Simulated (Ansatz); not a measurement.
System: YN (rock salt type), 2 atoms in the cell.

```xyz
2
Lattice="0.0000 2.4600 2.4600 2.4600 0.0000 2.4600 2.4600 2.4600 0.0000" Properties=species:S:1:pos:R:3 pbc="T T T"
Y     0.0000    0.0000    0.0000
N     2.4600    2.4600    2.4600
```

Code and potentials: Ansatz all-electron PAW datasets made for this crystal, 260 eV. Settings: k-mesh 6×6×6 Γ-centred; Fermi–Dirac smearing of 0.02 eV; no spin polarisation. For HSE06: exchange singularity: regularized.

Plain PBE gives:

* Pressure: -1.17 GPa
* Gap on the mesh: 0.21 eV

(1) What changes under HSE06 (290 eV)?

(2) What changes under r²SCAN?

## Answers

(1) The pressure decreases by 2.59 GPa to -3.76 GPa; the gap increases by 0.91 eV to 1.12 eV.

(2) The pressure falls by 1.155 GPa to -2.320 GPa; the gap rises by 0.39 eV to 0.60 eV.

The stress includes the program's correction for the finite plane-wave basis.

A gap read on the mesh is an upper bound of this method's gap, since the mesh can miss a band edge. Spin–orbit coupling is left out; with heavy elements it can shift the gap and split levels by tenths of an eV. Semilocal functionals give gaps that mostly lie well below measured ones.
